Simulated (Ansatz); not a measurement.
α-phase Li3N, treated with G0W0@HSE06 (hard PAW, contour deformation, complete-basis limit; Ansatz, a quantum-chemistry and plane-wave program).

Settings: largest k mesh 9×9×6 (not extrapolated in the mesh).

Cell (measured lattice):

```xyz
4
Lattice="-1.8260 -3.1627 0.0000 -1.8260 3.1627 0.0000 0.0000 0.0000 -3.8660" Properties=species:S:1:pos:R:3 pbc="T T T"
Li    -1.8260     1.0542     0.0000
Li    -1.8260    -1.0542     0.0000
Li     0.0000     0.0000    -1.9330
N      0.0000     0.0000     0.0000
```

### Question
Estimate the band gap that the calculation returns.

### Answer

- band gap: 2.62 eV (indirect)

Measured, for comparison: band gap 2.15 eV (4 K, zero-point motion not removed, indirect, optical absorption, E parallel c; as tabulated in Brendecke and Bludau (1979), doi:10.1063/1.326533). Computed (rounded) less measured: band gap +0.47 eV.

Note: GW on a hybrid start was not checked against another program; cell and atoms aren't relaxed at this level; the gap holds a correction of +0.40 eV to the complete basis.

The computed numbers hold no vibrational or temperature effects.
